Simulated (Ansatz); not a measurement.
Runs of Ansatz 0.2.0 on NiO. It takes space group Fm-3m (No. 225, cubic). The conventional cell has a = 4.172 Å, b = 4.172 Å, c = 4.172 Å, α = 90.00°, β = 90.00°, γ = 90.00°. Ni (site symmetry m-3m) has 6 O at 2.09 Å as nearest neighbours. Around O (site symmetry m-3m) lie 6 Ni at 2.09 Å. 

```csv
task,level,potentials or basis,spin,U,cell,cutoff (eV),smearing,gap on the mesh (eV),pressure (GPa),moment (μB),relaxed volume (Å³/atom)
density of states,PBEsol+U,"all-electron LAPW, scalar-relativistic","collinear, ferromagnetic start",Ni d U = 2 eV,as given,378,fermi-dirac 0.05 eV,0.13,0.5,2.00,-
single point,PBE,"all-electron LAPW, scalar-relativistic","collinear, ferromagnetic start",-,as given,378,gaussian 0.019 eV,none,6.6,1.82,-
density of states,PBEsol+U,"all-electron LAPW, scalar-relativistic","collinear, ferromagnetic start",Ni d U = 4 eV,as given,378,fermi-dirac 0.05 eV,1.06,(a),2.00,-
density of states,PBEsol+U,"all-electron LAPW, scalar-relativistic","collinear, ferromagnetic start",Ni d U = 8 eV,as given,378,fermi-dirac 0.05 eV,(c),6.3,2.00,-
relaxation of cell and atoms,PBE+D4,"all-electron LAPW, scalar-relativistic","collinear, ferromagnetic start",-,relaxed,-,fermi-dirac 0.05 eV,-,0.0,1.80,(b)
relaxation of cell and atoms,BLYP,"all-electron LAPW, scalar-relativistic","collinear, program default start",-,relaxed,-,tetrahedron,none,0.0,1.96,9.86
single point,PBE,"all-electron LAPW, scalar-relativistic","collinear, ferromagnetic start",-,as given,378,gaussian 0.03 eV,none,6.6,1.82,-
band structure,RPBE,"all-electron LAPW, scalar-relativistic","collinear, ferromagnetic start",-,as given,378,fermi-dirac 0.05 eV,-,13.6,1.86,-
relaxation of cell and atoms,BLYP,"all-electron LAPW, scalar-relativistic","collinear, ferromagnetic start",-,relaxed,-,fermi-dirac 0.05 eV,-,0.0,1.89,9.82
band structure,PBEsol,"all-electron LAPW, non-relativistic","collinear, ferromagnetic start",-,as given,378,fermi-dirac 0.05 eV,-,-5.8,1.41,-
single point,PBE,"all-electron LAPW, scalar-relativistic","collinear, ferromagnetic start",-,as given,378,gaussian 0.012 eV,none,6.6,1.81,-
```

Alike in all rows: k mesh 11 × 11 × 11; basis error allowed 0.001 eV/atom.

Question: Fill in the values left out.

Answer: (a) 2.3; (b) 9.17; (c) 2.36.

Caveats: a cell with one magnetic atom can't hold antiferromagnetic order, which such compounds often take; semilocal functionals often make such compounds metallic where correlation or magnetic order opens a gap, which also shifts bond lengths (some runs); the magnetic state may not be the lowest (some runs); U is the effective U less J, on atomic orbitals that reach past the spheres (some runs); an odd mesh through Γ misses points on the zone boundary, where band edges often lie (some runs).

A gap of «none» marks a metal or a gap under the smearing width.

Not every run made on this cell is shown here.
